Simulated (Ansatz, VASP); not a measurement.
## InAs in VASP and in Ansatz

INCAR

```
SYSTEM = InAs
PREC     = Accurate       ! precision mode
ENCUT    = 520            ! plane-wave cutoff, eV
EDIFF    = 1E-6           ! SCF threshold, eV
ISMEAR   = 0              ! smearing method
SIGMA    = 0.05           ! smearing width, eV
LREAL    = .False.        ! projectors in reciprocal space
LASPH    = .True.         ! aspherical terms in the spheres
NELM     = 60             ! most SCF steps
ALGO     = Normal         ! electronic algorithm
ISIF     = 2              ! what is computed and relaxed
LWAVE    = .False.        ! write WAVECAR
LCHARG   = .False.        ! write CHGCAR
GGA      = CA             ! functional
NBANDS   = 16             ! bands
```

KPOINTS

```
regular mesh
0
Gamma
  6 6 6
  0 0 0
```

The input POSCAR:

```
InAs
1.0
    0.0000000000      2.9734823140      2.9734823140
    2.9734823140      0.0000000000      2.9734823140
    2.9734823140      2.9734823140      0.0000000000
In As
1 1
Direct
    0.0000000000      0.0000000000      0.0000000000
    0.7500000000      0.7500000000      0.7500000000
```

Input for Ansatz:

```yaml
crystal:
  lattice:
    - [0.0, 2.973482314, 2.973482314]
    - [2.973482314, 0.0, 2.973482314]
    - [2.973482314, 2.973482314, 0.0]
  atoms:
    - { symbol: In, position: [0.0, 0.0, 0.0] }
    - { symbol: As, position: [0.75, 0.75, 0.75] }
basis:
  ecutwfc: 420
  ecutrho_ratio: 4
kpoints:
  mp_grid: { grid: [6, 6, 6] }
hamiltonian:
  xc: lda
scf:
  occupations: { method: gaussian, width: 0.05 }
output:
  forces: true
  stress: true
  eigenvalues: true
```

Alike in both runs: task single point; functional LDA; k mesh 6 × 6 × 6; occupations gaussian, width 0.05 eV; no spin polarisation.

|  | VASP | Ansatz |
| --- | --- | --- |
| version | VASP 6.6.1 | Ansatz 0.2.0 |
| potentials or method | VASP PAW LDA potentials, release 64 (In_d, As) | scalar-relativistic, plane waves, PAW |
| plane-wave cutoff (eV) | 520 | 420 |
| valence electrons in the cell | 18 | 28 |

Ansatz gave:

- gap on the k mesh at the Fermi level (eV): none
- pressure (GPa): 2.7

What did VASP give for the same quantities?

gap on the k mesh at the Fermi level (eV): none; pressure (GPa): 2.9.

A gap of «none» marks a metal or a gap that the smearing closes. The two sets of potentials don't hold the same shells in valence.
